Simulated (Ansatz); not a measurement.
An Ansatz input:

```yaml
crystal:
  lattice:
    - [1.8778599936, 1.0841829728, 2.1547276236]
    - [-1.8778599936, 1.0841829728, 2.1547276236]
    - [0.0, -2.1683659456, 2.1547276235]
  atoms:
    - { symbol: Hg, position: [0.0, 0.0, 0.0] }
hamiltonian:
  xc: r2scan
  pseudopotentials:
    kind: paw
    azcp:
      Hg: "pseudopotentials/Hg.paw.azcp"
basis:
  ecutwfc: 500
  fft_grid_basis: typed
kpoints:
  mp_grid: { grid: [11, 11, 11], shift: [0, 0, 0] }
magnetization:
  spin_polarized: false
scf:
  occupations: { method: fermi_dirac, width: 0.2 }
  lower_state_search: "off"
output:
  stress: true
```

Terminal output

```
Engine: ansatz 0.2.0, aarch64-unknown-linux-gnu
Pseudopotentials: kind: paw
Pseudopotential: Hg, paw, valence charge 20, recommended cutoff 500 eV (meta_gga) 
Functional definition: r2SCAN
  parameter k0 = 0.174
  parameter k1 = 0.065
  parameter a1 = 4.9479
  exchange = r2scan_x(k0 = k0, k1 = k1, a1 = a1)
  correlation = r2scan_c
Crystal: 1 atoms, lattice volume = 26.321 Å³
Basis set: ecut = 500 eV, 667 PW (Γ), exchange–correlation on 96×96×96 points (64 copies of the dense FFT grid, shifted against one another)
Bands: 14, of which v1, the nominal top of the filled ones, is band 10 counted from 1 (9 counted from 0)
Symmetry: 12 space group operations
Space group: R-3m (ITA 166), of the structure as read, at distance tolerance 3.0e-5 Å
k-points: 146 of 1331
Non-local potential: Hg, projectors of the file, l = 0: 3, l = 1: 2, l = 2: 2, l = 3: 1
PAW form: soft (Blöchl's): semilocal exchange-correlation on the pseudo side does not see the compensation charge
PAW frozen core: Hg, regenerated for the run's functional (the file was generated under x = pbe(κ = 0.804, μ = 0.2195149727645171), c = pbe(β = 0.06672455060314922))
PAW one-centre angular grid: Hg, 590 points (default); XC on 160 Gauss nodes
Initial density: superposition of atomic densities (neutral atoms: chi_scale 0, normalization atom), corrected by the library's trained network
Initial wavefunctions: pseudopotential atomic-orbital guess
Functional: x = r2scan, c = r2scan; τ floored in thin density (d = 2e-4 eV/Å³)
SCF iter   1: F=-13827.831996 eV  HF=-13827.843936 eV  |F-HF|=1.19e-2  |Δ(HF+E_count)|=         —  Δρ=8.08e-3  dr2=1.75e-2  dr2_τ=2.45e-3  ethr=1.77e-3  ⟨swp⟩=4.8  Hψ=11080  notcnv=0
SCF iter   2: F=-13827.837762 eV  HF=-13827.840289 eV  |F-HF|=2.53e-3  |Δ(HF+E_count)|=   3.65e-3  Δρ=4.08e-3  dr2=4.48e-3  dr2_τ=3.85e-4  ethr=8.73e-5  ⟨swp⟩=1.0  Hψ=3796  notcnv=0
SCF iter   3: F=-13827.839281 eV  HF=-13827.839240 eV  |F-HF|=4.13e-5  |Δ(HF+E_count)|=   1.05e-3  Δρ=5.17e-4  dr2=3.33e-5  dr2_τ=6.56e-6  ethr=2.24e-5  ⟨swp⟩=2.0  Hψ=3482  notcnv=0
SCF iter   4: F=-13827.839285 eV  HF=-13827.839284 eV  |F-HF|=2.06e-7  |Δ(HF+E_count)|=   4.45e-5  Δρ=8.06e-5  dr2=9.67e-7  dr2_τ=1.41e-7  ethr=1.67e-7  ⟨swp⟩=2.0  Hψ=3362  notcnv=0
iter 5 did not close the SCF: its close was put off for the readings that it lacked (scf_convergence_deferred on its scf_iter line)
SCF iter   5: F=-13827.839285 eV  HF=-13827.839285 eV  |F-HF|=6.85e-9  |Δ(HF+E_count)|=   4.93e-7  Δρ=4.88e-6  dr2=2.27e-9  dr2_τ=1.12e-9  ethr=4.83e-9  ⟨swp⟩=2.0  Hψ=3313  notcnv=0
SCF iter   6: F=-13827.839285 eV  HF=-13827.839285 eV  |F-HF|=2.33e-10  |Δ(HF+E_count)|=   8.28e-9  Δρ=7.85e-7  dr2=7.39e-11  dr2_τ=3.17e-11  ethr=1.14e-11  ⟨swp⟩=1.4  Hψ=6288  notcnv=0
SCF 1 converged in 6 iterations: F = -13827.839285 eV  dr2 = 7.39e-11
SCF converged after 6 iterations
Free energy (F): -13827.839285 eV
Harris-Foulkes:  -13827.839285 eV  (|F-HF|=2.33e-10)
Internal energy: -13827.802233 eV  (E = F + TS)
E sigma→0 (E₀):  -13827.820759 eV
Entropy (-TS):   -0.037052 eV (-37.052 meV/atom)
Fermi energy:    12.806864 eV
--- Per-component energies (eV) ---
  E_band       = -446.948213
  E_kinetic    = 604.735953
  E_local      = -2721.546294  (includes V_loc(G=0)·N_el)
  E_nonlocal   = 73.795672
  E_hartree    = 1164.022517
  E_xc         = -208.383871
  E_vxc        = -290.158490  (∫ρ·V_xc dr)
  E_paw        = -9971.959888  (= ΣΔE_a)
  E_vpaw       = -462.005722  (= ΣTr[D̂ρ^β])
  E_aug_tail   = 0.000373  (compensation charges beyond the density's cutoff)
  E_vtau       = 20.185454  (kinetic-family band-sum trace: ∫τ·v_τ [+ j·A + Jᵃ·Aᵃ] dr)
  E_ewald      = -2768.317767
  E_core_change = -0.148928  (= ΣΔE_core)
  E_smearing   = -0.037052  (= −TS)
  E_closure    = 0.000000  (closes the sum)
  Σ components = -13827.839285   (vs F -13827.839285, Δ=0.00e0)
--- Stress (GPa, compression-positive) ---
        0.110607       0.000000       0.000000
        0.000000       0.110607       0.000000
        0.000000       0.000000      -0.181198
  P = ⅓ Tr σ = 0.0133 GPa (0.133 kbar)
```

Launched by

```sh
ansatz run input.yaml --threads 2 --pin off --max-ram 5120MiB --backend cpu --events-out ev --progress --plain --runs-dir out
```

On 2 threads of Arm Neoverse V1 (shared host) this took about 3.4 s of wall time and 6.5 s of CPU time, with 0.39 GiB at the peak.
